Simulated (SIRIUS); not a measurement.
Runs of SIRIUS 7.10.0 on ZrC. The structure is cubic, space group Fm-3m (No. 225). Conventional cell: a = 4.730 Å, b = 4.730 Å, c = 4.730 Å, α = 90.00°, β = 90.00°, γ = 90.00°. Around Zr (site symmetry m-3m) lie 6 C at 2.37 Å. C (site symmetry m-3m) is surrounded by 6 Zr at 2.37 Å. 

```tsv
task	level	potentials or basis	U	cell	k mesh	energy tol	density tol	mixer	mixing beta	max scf	mesh quality	gap on the mesh (eV)	pressure (GPa)	relaxed volume (Å³/atom)
single point	PBE+U	PseudoDojo 0.4.1 PBE standard (scalar relativistic)	Zr d U = 4 eV	as given	10 × 10 × 10	1e-08 Ha	1e-06	anderson	0.7	100	not flagged	none	(b)	-
relaxation of cell and atoms	revPBE	PseudoDojo 0.4.1 PBE standard (scalar relativistic)	-	relaxed	5 × 5 × 5	1e-08 Ha	1e-06	anderson	0.7	100	coarse	none	0.0	(a)
relaxation of cell and atoms	revPBE+D3	PseudoDojo 0.4.1 PBE standard (scalar relativistic)	-	relaxed	5 × 5 × 5	1e-08 Ha	1e-06	anderson	0.7	100	coarse	none	0.2	12.70
relaxation of cell and atoms	revPBE+D4	PseudoDojo 0.4.1 PBE standard (scalar relativistic)	-	relaxed	5 × 5 × 5	1e-08 Ha	1e-06	anderson	0.7	100	coarse	none	0.1	12.79
relaxation of cell and atoms	revPBE+D3(BJ)	PseudoDojo 0.4.1 PBE standard (scalar relativistic)	-	relaxed	5 × 5 × 5	1e-08 Ha	1e-06	anderson	0.7	100	coarse	none	0.0	12.60
single point	PBE	PseudoDojo 0.4.1 PBE standard (scalar relativistic)	-	as given	10 × 10 × 10	1e-08 Ha	1e-06	anderson	0.7	100	not flagged	none	-2.8	-
single point	PBE+U	PseudoDojo 0.4.1 PBE standard (scalar relativistic)	Zr d U = 8 eV	as given	10 × 10 × 10	1e-08 Ha	1e-06	anderson	0.7	100	not flagged	none	11.2	-
single point	PBEsol	PseudoDojo 0.4.1 PBEsol standard (scalar relativistic)	-	as given	10 × 10 × 10	1e-08 Ha	1e-06	anderson	0.7	100	not flagged	none	-8.3	-
single point	PBE+U	PseudoDojo 0.4.1 PBE standard (scalar relativistic)	Zr d U = 6 eV	as given	10 × 10 × 10	1e-08 Ha	1e-06	anderson	0.7	100	not flagged	none	6.7	-
single point	PBE+U	PseudoDojo 0.4.1 PBE standard (scalar relativistic)	Zr d U = 2 eV	as given	10 × 10 × 10	1e-08 Ha	1e-06	anderson	0.7	100	not flagged	none	-0.1	-
```

Alike in all rows: no spin polarisation; cutoff (eV) 1127; smearing fermi-dirac 0.05 eV.

Problem. Fill in the values left out.

Solution. (a) 13.18; (b) 3.0.

Caveats: some runs use coarse meshes; U without spin polarisation on a metal has little footing (some runs); the U is typed as a test and isn't derived for this compound (some runs); the potentials were made for another functional, which shifts forces and pressure (some runs); pairwise dispersion overbinds metals, which lowers pressure and volume (some runs).

A k mesh can miss the band edges, and the runs leave out spin-orbit coupling on Zr.

A gap of «none» marks a metal or a gap under the smearing width.

The runs were made with more than one version of the program.
